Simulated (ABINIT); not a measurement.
Runs of ABINIT 10.8.3 (patched build) on LiCl. Symmetry: Fm-3m, No. 225, cubic system. The conventional cell has a = 5.130 Å, b = 5.130 Å, c = 5.130 Å, α = 90.00°, β = 90.00°, γ = 90.00°. Around Cl (site symmetry m-3m) lie 6 Li at 2.56 Å. Li (site symmetry m-3m) is surrounded by 6 Cl at 2.56 Å. 

```csv
task,level,potentials or basis,cutoff (eV),fine-grid cutoff,gap on the mesh (eV),V0 of scaled cells (Å³/atom),B0 (GPa)
single point,PBEsol,PseudoDojo NC SR PBEsol v0.4.1 standard,1007,-,(a),-,-
equation of state,r2SCAN,JTH PAW PBE v2.0,816,1414.99 eV,-,16.76,(b)
band structure,TB-mBJ,JTH PAW LDA v2.0,816,1414.99 eV,8.77,-,-
equation of state,PBEsol,PseudoDojo NC SR PBEsol v0.4.1 standard,1007,-,-,16.23,35
```

Alike in all rows: no spin polarisation; cell as given; k mesh 9 × 9 × 9; smearing fermi-dirac 0.05 eV.

Q: Fill in the values left out.

A: (a) 6.13; (b) 36.

Caveats: pressures at fixed basis lie under the slope of the energies (some runs); the PAW data sets were made with another functional, which shifts forces and pressure a little (some runs); an odd mesh through Γ misses points on the zone boundary, where band edges often lie (some runs); the constant c of TB-mBJ comes from the pseudo density here, which moves gaps by up to 0.3 eV between sets of potentials (some runs).
